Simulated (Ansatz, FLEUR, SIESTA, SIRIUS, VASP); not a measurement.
## GaP: programs and potentials compared

```xyz
2
Lattice="0.0000 2.7252 2.7252 2.7252 0.0000 2.7252 2.7252 2.7252 0.0000" Properties=species:S:1:pos:R:3 pbc="T T T"
Ga    0.0000    0.0000    0.0000
P     4.0879    4.0879    4.0879
```

Alike in all runs: task equation of state; functional PBEsol; k mesh 8 × 8 × 8; occupations fermi-dirac, width 0.05 eV; no spin polarisation; no spin-orbit coupling.

| program and potentials | plane-wave cutoff (eV) | notes | equilibrium volume (Å³/atom) | bulk modulus (GPa) |
| --- | --- | --- | --- | --- |
| Ansatz, Ansatz PAW | 420 | potentials made for PBE, which Ansatz adapts in part | ? | ? |
| SIRIUS, all-electron FP-LAPW, apw+lo standard | - | - | 20.10 | 85.2 |
| Ansatz, all-electron LAPW, scalar-relativistic | - | - | 20.10 | 84.9 |
| VASP, PBE PAW files Ga_d, P, 520 eV | 520 | potentials made for PBE | 20.10 | 84.7 |
| SIESTA, files PseudoDojo sr-pbesol-0.4.1-standard, DZP (energy shift 0.003 Ry; two zetas on semicore shells) | - | atomic basis | 20.27 | 84.9 |
| FLEUR, all-electron, FLAPW | - | - | 20.10 | 85.0 |

Q: Estimate from the other rows what the run with Ansatz, Ansatz PAW gave.

A: Equilibrium volume 20.11 Å³/atom; bulk modulus 85.0 GPa. The other rows, which needn't bracket it: equilibrium volume 20.10 to 20.27; bulk modulus 84.7 to 85.2.
